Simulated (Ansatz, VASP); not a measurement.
ZnSe (Stilleite) in VASP and in Ansatz

```
Se Zn
1.0
     0.00000    2.77595    2.77595
     2.77595    0.00000    2.77595
     2.77595    2.77595    0.00000
Se Zn
1 1
Direct
  0.75000 0.75000 0.75000
  0.00000 0.00000 0.00000
```

Change from the starting cell: volume scaled by 0.94.

Alike in both runs: task single point; functional LDA; k mesh 8 × 8 × 8; occupations fermi-dirac, width 0.05 eV; no spin polarisation.

```csv
,VASP,Ansatz
version,VASP 6.6.1,Ansatz 0.2.0
potentials or method,"VASP PAW LDA potentials, release 64 (Se, Zn), cutoff 520 eV","all-electron LAPW, scalar-relativistic"
```

```csv
,VASP,Ansatz,Ansatz less VASP
gap on the k mesh at the Fermi level (eV),1.33,1.29,-0.040
least direct gap on the mesh (eV),1.33,1.29,-0.040
pressure (GPa),1.0,0.6,-0.36
```

Ansatz ran all-electron here, so the differences hold the error of VASP's frozen core and of both bases.
